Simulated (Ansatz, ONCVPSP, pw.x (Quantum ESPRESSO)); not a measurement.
## C (Z = 6): one change to the ONCV potential, in the atom and in the diamond crystal

carbon, optimised norm-conserving Vanderbilt (ONCV), made with ONCVPSP 4.0.1.1 (patched build) (PBE, scalar-relativistic). Core [He], reference 2s2 2p1 (charge +1). Waves: 2s: rc 1.10 bohr, ncon 3, nbas 6, qcut 6.9 1/bohr, 2 projectors, debl 2.9 Ha; 2p: rc 1.45 bohr, ncon 3, nbas 6, qcut 6.3 1/bohr, 2 projectors, debl 3.8 Ha. Local part: polynomial inside 1.05 bohr (lpopt 5, dvloc0 0 Ha). Core correction: Teter function, fcfact 3.5, rcfact 1.35.

Change: reference 2s2 2p2.

Cutoffs, loose and tight: the cutoffs (Ha) at which the residual kinetic energy of the hardest occupied pseudo-wave falls to 1 and 0.1 mHa per electron. They do not see the model core or the augmentation charge, which bear on the density cutoff. Test errors are all-electron minus pseudo excitation energies from the reference, over the configurations 2s2 2p2; 2s2 2p0; 2s1 2p0; 2s2 2p1.5; variants that change the core or the reference have their own tests.

Crystal test: diamond C in pw.x 7.5, no spin, 13³ k-points, Fermi–Dirac smearing 0.01 Ry, cutoffs set for each file from its atomic test. The reference is all-electron LAPW (Ansatz 0.2.0) with the same functional, mesh and smearing; V0 and B0 come from Birch–Murnaghan fits to the pressures at five volumes. Errors are pseudo minus all-electron; Δ is the rms difference of the E(V) curves that follow from these fits, minima aligned, over ±6 % about the mean V0. Mesh and smearing are coarse, so the numbers serve the comparison and aren't converged zero-temperature values; the lattice is a test structure that the element need not adopt.

All-electron: a0 = 3.572 Å (V0 = 5.69 Å³/atom), B0 = 433.5 GPa.

Does the change bring the crystal closer to the all-electron result?

The mean pressure error goes from -9.40 to -7.07 GPa, so the change moves the solid closer to the all-electron pressures.

```csv
quantity,base,changed
outcome (atom),generated,generated
"cutoff, loose (atom)",19 Ha,19 Ha
"cutoff, tight (atom)",46 Ha,35 Ha
bound ghosts (atom),none,none
largest test error (meV) (atom),+291,+430
cutoffs in pw.x (Ry),110/440,85/340
a0 (Å),3.546,3.552
a0 error (%),-0.73,-0.54
B0 error (%),+0.9,+0.2
Δ (meV/atom),11.7,8.8
mean pressure error (GPa),-9.40,-7.07
```

Base: This is a poor potential for the solid. Changed file: This is a poor potential for the solid.
